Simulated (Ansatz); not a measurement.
Runs of Ansatz 0.2.0 on TaN. The structure is cubic, space group Fm-3m (No. 225). The conventional cell has a = 4.423 Å, b = 4.423 Å, c = 4.423 Å, α = 90.00°, β = 90.00°, γ = 90.00°. Around Ta (site symmetry m-3m) lie 6 N at 2.21 Å. Around N (site symmetry m-3m) lie 6 Ta at 2.21 Å. The cell comes from a database or a generator and needn't be the stable form of this composition.

| task | level | potentials or basis | cell | k mesh | cutoff (eV) | smearing | basis error allowed | mesh quality | gap on the mesh (eV) | pressure (GPa) | relaxed volume (Å³/atom) |
| --- | --- | --- | --- | --- | --- | --- | --- | --- | --- | --- | --- |
| phonons | PBEsol | all-electron LAPW, scalar-relativistic | as given | 10 × 10 × 10 | 380 | fermi-dirac 0.05 eV | 0.001 eV/atom | not flagged | none | - | - |
| relaxation of cell and atoms | PBEsol+D3(BJ) | all-electron LAPW, scalar-relativistic | relaxed | 10 × 10 × 10 | - | fermi-dirac 0.05 eV | 0.001 eV/atom | not flagged | - | 0.0 | 10.26 |
| single point | PBEsol | all-electron LAPW, scalar-relativistic | as given | 6 × 6 × 6 | 355 | fermi-dirac 0.03 eV | 0.001 eV/atom | coarse | none | -10.1 | - |
| relaxation of cell and atoms | PBEsol+D4 | all-electron LAPW, scalar-relativistic | relaxed | 10 × 10 × 10 | - | fermi-dirac 0.05 eV | 0.001 eV/atom | not flagged | - | 0.0 | 10.38 |
| elastic constants | PBEsol | all-electron LAPW, scalar-relativistic | as given | 8 × 8 × 8 | 380 | fermi-dirac 0.05 eV | 0.001 eV/atom | coarse | none | (b) | - |
| density of states | PBEsol | all-electron PAW datasets made for the crystal | as given | 10 × 10 × 10 | 480 | fermi-dirac 0.05 eV | - | not flagged | none | (a) | - |

Alike in all rows: no spin polarisation.

Estimate the missing entries.

(a) -10.7; (b) -10.4.

Caveats: some runs use coarse meshes; a metal's response needs a denser mesh (some runs); the k mesh is thin for a metal, which can move the energy by tens of meV per atom (some runs); the cell is more than 3 GPa from zero pressure, which shifts response properties (some runs); elastic constants of metals need much finer meshes, so these are rough (some runs); the program warned that the printed levels may be off, so bands, gaps and densities of states are rough (some runs).

A k mesh can miss the band edges, and the runs leave out spin-orbit coupling on Ta.

A gap of «none» marks a metal or a gap under the smearing width.

The runs don't all hold the same shells in valence.

Runs at the PBE level aren't shown here.
